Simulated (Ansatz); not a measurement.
Ru under changes of volume

One of the cells (13.575 Å³/atom); the others are scaled copies at fixed shape and fractional positions:

```
CELL_PARAMETERS angstrom
2.70580 0.00000 0.00000
-1.35290 2.34329 0.00000
0.00000 0.00000 4.28190
ATOMIC_POSITIONS crystal
Ru 0.66667 0.33333 0.75000
Ru 0.33333 0.66667 0.25000
```

| Property | Result |
| --- | --- |
| Program | Ansatz 0.2.0 |
| Functional | PBE0 |
| Potentials or basis | Ansatz PAW |
| Cutoff | 420 eV (not typed: the program's choice for these potentials) |
| k mesh | 6 × 6 × 4 |
| Occupations | fermi-dirac, width 0.05 eV |
| Spin | no spin polarisation |

```csv
volume (Å³/atom),energy over the lowest point (meV/atom),pressure (GPa)
12.760,?,?
13.032,2.97,5.7
13.303,0.00,-2.0
13.575,9.36,-8.9
13.846,29.65,-15.0
14.118,59.66,-20.3
14.389,98.24,-25.1
```

Problem. What does the run at 12.760 Å³/atom give?

Solution. Energy over the lowest point 19.83 meV/atom; pressure 14.4 GPa.

Worked out: A Birch-Murnaghan fit of order 3 (a polynomial in V^(-2/3)) to the other rows has its minimum at 13.23 Å³/atom with B0 = V·E''(V) = 366 GPa and B' = 4.8 at fixed shape and positions, which overstates the stiffness. It gives 19.85 meV/atom at 12.760 Å³/atom, against the run's 19.83, and -dE/dV = 14.4 GPa, against 14.4.

Energies are extrapolated to zero smearing.

Caveats: all runs use coarse meshes; the PAW data sets come from PBE, with cores solved anew for the run's functional, which leaves a small shift of forces and pressure; the thresholds are loose for stress.
